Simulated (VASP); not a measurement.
# Results of a VASP single-point calculation on GaP (zincblende)

POSCAR

```
Ga P
 1.0000000000000000
    -0.0000000000000000    2.7253992941285432    2.7253992941285432
     2.7253992941285432    0.0000000000000000    2.7253992941285432
     2.7253992941285432    2.7253992941285432    0.0000000000000000
 Ga  P
   1   1
Cartesian
  0.0000000000000000 -0.0000000000000000 -0.0000000000000000
  1.3626996470642714  1.3626996470642714  1.3626996470642714
```

| Quantity | Value |
| --- | --- |
| gap between bands v and c | 1.47 eV |
| least direct gap | 1.75 eV |

Band v is the last that the valence electrons fill when counted band by band, and c is the next. Levels in eV from the top of v:

```
point    v−1      v     c   c+1
    Γ   0.00   0.00  1.75  3.83
    X  -2.71  -2.71  1.52  1.72
    W  -3.63  -3.48  4.61  4.83
    K  -4.00  -2.28  2.07  4.73
    L  -1.13  -1.13  1.58  4.65
```

Question: Which of these levels of theory gave these results?
A. PBE
B. LDA
C. r²SCAN
D. PBE with spin–orbit coupling
E. HSE06
F. PBEsol
G. PBE0

Answer: F.

The INCAR was:

```
EDIFF = 1E-7
NSW = 0
NELM = 120
SIGMA = 0.01
LWAVE = .FALSE.
PREC = Accurate
NBANDS = 16
LASPH = .TRUE.
GGA = PS
LREAL = .FALSE.
ISMEAR = 0
ENCUT = 520
ISIF = 2
IBRION = -1
LCHARG = .FALSE.
```
